A silicon crystal is held at one fixed geometry while the density functional is changed. The indirect gap, printed as "gap on path", is the energy from the valence top at the zone centre Γ to the lowest conduction valley, near the zone-boundary point X. The "direct gap on path" is the smallest gap between filled and empty states of equal wave vector.

VASP 6.6.1, Kohn–Sham DFT with PAW potentials, for diamond-structure silicon (2-atom cell, cubic edge 5.444 Å), without spin polarisation or spin–orbit coupling. All rows use an 8×8×8 k mesh, a 520 eV plane-wave cutoff and Fermi–Dirac smearing of 0.05 eV; gaps are taken from bands along the path Γ–X–W–K–Γ–L–U–W–L–K|U–X.

| functional | potentials | gap on path (eV) | direct gap on path (eV) |
| --- | --- | --- | --- |
| LDA | VASP PAW LDA potentials, recommended | 0.481 | 2.520 |
| PBE | VASP PAW PBE potentials, recommended | 0.585 | 2.562 |
| revPBE | VASP PAW PBE potentials, recommended | 0.625 | 2.565 |
| RPBE | VASP PAW PBE potentials, recommended | 0.642 | 2.567 |
| r2SCAN | VASP PAW PBE potentials, recommended | 0.799 | 2.755 |
| AM05 | VASP PAW PBE potentials, recommended | 0.522 | 2.493 |
| LMBJ | VASP PAW PBE potentials, recommended | 0.998 | 2.977 |
| MS2 | VASP PAW PBE potentials, recommended | 1.072 | 3.243 |
| SCAN | VASP PAW PBE potentials, recommended | 0.854 | 2.864 |
| TB-mBJ | VASP PAW PBE potentials, recommended | 1.274 | 3.200 |
| rSCAN | VASP PAW PBE potentials, recommended | 0.783 | 2.739 |
| revTPSS | VASP PAW PBE potentials, recommended | 0.552 | 2.671 |

The LMBJ row needs a correction before use. Its path bands don't match its own self-consistent calculation, which gives an indirect gap of 1.25 eV on the k mesh instead of 1.00 eV. In every other row the two agree within 0.05 eV, a small offset that arises because the mesh misses the exact bottom of the valley. In order of indirect gap, LMBJ therefore belongs between MS2 and TB-mBJ.

**(a) Why do some functionals open the indirect gap so much more than others?**

*Solution.* LDA and the GGAs (PBE, revPBE, RPBE, AM05) give 0.48 to 0.64 eV, about half or less of the measured gap of roughly 1.2 eV. In these functionals filled and empty states feel the same local potential. A gradient correction reshapes that potential a little, but it leaves out the jump by which the exact potential would rise when an electron is added. That jump is part of the true gap, so the gap stays small across this whole group.

Most of the meta-GGAs here do better because their energy also depends on how steeply the orbitals vary. The hydrogen molecule shows the idea. Its bonding orbital is flat midway between the atoms, while the antibonding orbital passes steeply through zero there. An energy penalty on steepness in the bond lifts the antibonding level and hardly touches the bonding one. Silicon's filled and empty bands descend from such bonding and antibonding combinations, though the molecule has no counterpart of a valley away from Γ.

In atomic units the measure of steepness is the kinetic-energy density, $\tau=\tfrac12\sum_i|\nabla\psi_i|^2$, summed over the filled orbitals $\psi_i$. Let $v_\tau$ be the change of the exchange-correlation energy density with $\tau$ at fixed density. An orbital $\psi$ then has its level shifted by

$$\Delta\varepsilon=\tfrac12\int v_\tau\,|\nabla\psi|^2\,d^3r .$$

Where $v_\tau$ is positive, steep orbitals rise more than flat ones. The ordinary local potential changes as well, so this expression argues for a direction and doesn't predict a gap.

SCAN, its two variants and MS2 are built so that their exchange energy rises clearly with $\tau$, and their rows follow that direction. The SCAN group (SCAN, rSCAN, r2SCAN) gives 0.78 to 0.85 eV, and MS2 reaches 1.07 eV. The exchange energy of revTPSS responds only weakly, and its gap of 0.55 eV stays among the GGAs. For a neighbouring meta-GGA the useful question is thus how strongly, and with which sign, its energy responds to $\tau$ in the bonds, not which class it belongs to. That MS2 exceeds SCAN because of a stronger response in the bonds is a plausible guess, untested here.

TB-mBJ reaches the largest indirect gap, 1.27 eV, by another route. It keeps a common local potential but shapes it with $\tau$, so that the dense bonds become more attractive relative to the thinner regions between them. Filled bonding states sink relative to empty ones. LMBJ is a local variant of the same potential, which fits its similar mesh gap of 1.25 eV. The parameters of TB-mBJ were adjusted to measured gaps of solids, so its closeness to experiment is no independent success. Spin-orbit coupling and zero-point motion, both left out, would lower the calculated gaps slightly.

**(b) How much does this choice matter for the carriers in a silicon transistor channel?**

*Solution.* Heat lifts electrons across the indirect gap $E_g$, and the intrinsic carrier density varies as $\exp(-E_g/2k_BT)$, with $k_B$ the Boltzmann constant and $T$ the temperature. The factor 2 appears because each excitation makes one electron and one hole. If the band masses are taken as equal in two calculations, only the gap difference counts.

TB-mBJ and PBE differ by $1.274-0.585=0.689$ eV. At 300 K, $2k_BT$ is about 0.052 eV, so the exponent is about 13. The PBE gap therefore implies about $6\times10^5$ times as many intrinsic carriers as the TB-mBJ gap.

A comparison with real silicon has to start from its own gap, about 1.1 eV at room temperature, which goes with roughly $10^{10}$ intrinsic carriers per cubic centimetre. Putting the PBE gap in its place would raise that density to a few times $10^{14}$, comparable with very light doping. Leakage across the junctions of a simulated transistor would then be far too large, and its channel could seem to conduct when it should be off. A device model should take its gap from measurement or from a method checked for gaps, even when a GGA supplies the structure.

**(c) Why do the direct and indirect gaps sometimes move differently?**

*Solution.* The two gaps end on different conduction states. Where the direct gap lies at Γ, as the calculated levels confirm for LDA, PBE, rSCAN and revTPSS, both start from the same valence top. Direct gap minus indirect gap is then the height of the Γ conduction level above the valley. A functional can change this height as well as the overall distance to the valence band.

This shows where revTPSS departs from the other rows, though not yet why. Compared with PBE, its direct gap is 0.11 eV larger and its indirect gap 0.03 eV smaller. Measured from the valence top, the Γ level has risen while the valley has sunk slightly. In rSCAN both levels rise by about 0.2 eV, so both gaps open.

The filled bands suggest that revTPSS still carries a weak form of the steepness effect. At Γ the lowest valence state is smooth and s-like, while the valence top is p-like and steeper, so a penalty on steepness should push them apart. Relative to PBE, their separation grows by 0.20 eV in revTPSS and by 0.56 eV in rSCAN; in LDA it is practically unchanged. The penalty would account for the direction of this widening, though the local potential changes as well, and it fails to tell why the valley sinks in one functional and rises in the other. That may depend on where in the crystal the penalty acts, which is a guess.

The same distinction separates the two leaders. Relative to PBE, TB-mBJ raises the indirect and direct gaps by similar amounts, 0.69 and 0.64 eV, as a nearly rigid shift of the empty bands would do. MS2 raises them by 0.49 and 0.68 eV, and so has the largest direct gap without the largest indirect one. The indirect gap alone therefore doesn't tell where a functional places the higher conduction states, which need a check of their own.

AM05 is a milder case. Both its gaps lie 0.06 to 0.07 eV below those of PBE, as suits a GGA designed to stay closer to LDA inside solids. Its indirect gap is above that of LDA and its direct gap below, but LDA was run with its own atomic potentials, so that crossing mixes two changes. The printed output below lists the differences for all rows.

Numerical output:

```
Gaps and shifts in eV (LMBJ path values are faulty):
      row  gap less PBE  direct gap less PBE  direct less indirect  mesh gap  mesh less path gap  mesh less path direct gap  percent of rough measured gap
      LDA        -0.104               -0.042                 2.039    0.5251              0.0441                     0.0002                          40.08
      PBE             0                    0                 1.977    0.6277              0.0427                     0.0003                          48.75
   revPBE          0.04                0.003                  1.94    0.6663              0.0413                          0                          52.08
     RPBE         0.057                0.005                 1.925    0.6827              0.0407                    -0.0004                           53.5
   r2SCAN         0.214                0.193                 1.956    0.8252              0.0262                    -0.0001                          66.58
     AM05        -0.063               -0.069                 1.971    0.5544              0.0324                     0.0005                           43.5
     LMBJ         0.413                0.415                 1.979     1.246              0.2477                     0.1723                          83.17
      MS2         0.487                0.681                 2.171      1.11              0.0377                    -0.0002                          89.33
     SCAN         0.269                0.302                  2.01    0.8835              0.0295                    -0.0005                          71.17
   TB-mBJ         0.689                0.638                 1.926     1.307              0.0332                    -0.0001                          106.2
    rSCAN         0.198                0.177                 1.956     0.823                0.04                     0.0002                          65.25
  revTPSS        -0.033                0.109                 2.119    0.6018              0.0498                    -0.0004                             46
Largest over smallest path gap without LMBJ: 2.649
Spread of path gap without LMBJ, eV: 0.793
AM05 less LDA indirect gap, eV: 0.041
AM05 less LDA direct gap, eV: -0.027
rSCAN less RPBE indirect gap, eV: 0.141
MS2 less SCAN indirect gap, eV: 0.218
MS2 less SCAN direct gap, eV: 0.379
TB-mBJ less MS2 indirect gap, eV: 0.202
TB-mBJ less MS2 direct gap, eV: -0.043
revTPSS less PBE direct minus indirect gap, eV: 0.142
revTPSS less PBE mesh gap, eV: -0.0259
LMBJ less MS2 mesh gap, eV: 0.136
TB-mBJ less LMBJ mesh gap, eV: 0.0615
Smallest mesh less path gap without LMBJ, eV: 0.0262
Largest mesh less path gap without LMBJ, eV: 0.0498
Valence width at Gamma, LDA less PBE, eV: 0.001
Valence width at Gamma, rSCAN less PBE, eV: 0.558
Valence width at Gamma, revTPSS less PBE, eV: 0.202
Intrinsic carrier density at 300 K, PBE gap over TB-mBJ gap, equal masses: 612837
```
